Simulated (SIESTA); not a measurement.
# Hf in SIESTA: the effect of basis

The system is Hf, a slab with vacuum.

```
CELL_PARAMETERS angstrom
3.13955 0.00000 0.00000
-1.56978 2.71893 0.00000
0.00000 0.00000 25.25374
ATOMIC_POSITIONS crystal
Hf 0.66667 0.33333 0.29699
Hf 0.33333 0.66667 0.39849
Hf 0.00000 0.00000 0.50000
Hf 0.66667 0.33333 0.60151
Hf 0.33333 0.66667 0.70301
```

The slab is cut from a database's or a generator's crystal, which needn't be the stable form of the element.

Alike in all runs:

| Item | Value |
| --- | --- |
| Program | SIESTA 5.4.2 |
| Task | band structure |
| Functional | PBE |
| Potentials or basis | PseudoDojo 0.4 standard (PBE files) |
| Grid cutoff | 800 Ry |
| Energy shift | 0.003 Ry |
| k mesh | 10 × 10 × 1 |
| Occupations | fermi-dirac, width 0.05 eV |
| Spin | no spin polarisation |

| basis | largest force (eV/Å) |
| --- | --- |
| SZ | 0.82 |
| SZP | 0.68 |
| DZ | ? |
| DZP | 0.69 |
| DZDP | 0.69 |
| TZP | 0.69 |
| TZDP | 0.69 |

What does the run with basis DZ give?

Largest force 0.67 eV/Å.

Caveats: the basis has no polarisation orbitals (some runs).
